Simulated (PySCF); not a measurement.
PbSe: changing the dispersion correction

```cif
data_structure
_symmetry_space_group_name_H-M 'P 1'
_symmetry_Int_Tables_number 1
_cell_length_a 4.3284
_cell_length_b 4.3284
_cell_length_c 4.3284
_cell_angle_alpha 60.000
_cell_angle_beta 60.000
_cell_angle_gamma 60.000
_cell_volume 57.34
loop_
_atom_site_label
_atom_site_type_symbol
_atom_site_fract_x
_atom_site_fract_y
_atom_site_fract_z
_atom_site_occupancy
Pb1 Pb 0.00000 0.00000 0.00000 1
Se1 Se 0.50000 0.50000 0.50000 1
```

Kept alike: task equation of state; functional PBEsol; k mesh 6 × 6 × 6; occupations fermi-dirac, width 0.05 eV; no spin polarisation. Program: PySCF, DZVP-MOLOPT-SR/GTH-PBE (potentials made for PBE). The mesh is that of the run's cell of 2 atoms. No spin-orbit coupling.

| dispersion correction | volume (Å³/atom) | bulk modulus (GPa) |
| --- | --- | --- |
| D3(zero) | 28.644 | 51.1 |
| D3(BJ) | 28.052 | 54.7 |
| D3(BJ) with the three-body term | 28.159 | 54.5 |
| none | 29.166 | 50.9 |

Volume and modulus come from cells scaled at fixed shape and fractions. All rows use potentials made for PBE.

Problem. What does the dispersion correction change here?

Solution. The volume runs from 28.052 (D3(BJ)) to 29.166 Å³/atom (none). Against no correction: D3(zero) -1.8 %; D3(BJ) -3.8 %; D3(BJ) with the three-body term -3.5 %. Dispersion terms mostly attract and so lower the volume; the schemes' coefficients and damping set how far. Measured: 28.67 Å³/atom at 298 K (COD entry, doi:10.1107/S0108270187091509); nearest D3(zero), 0.03 Å³/atom off. The runs are for a static lattice. The bulk modulus runs from 50.9 (none) to 54.7 GPa (D3(BJ)).
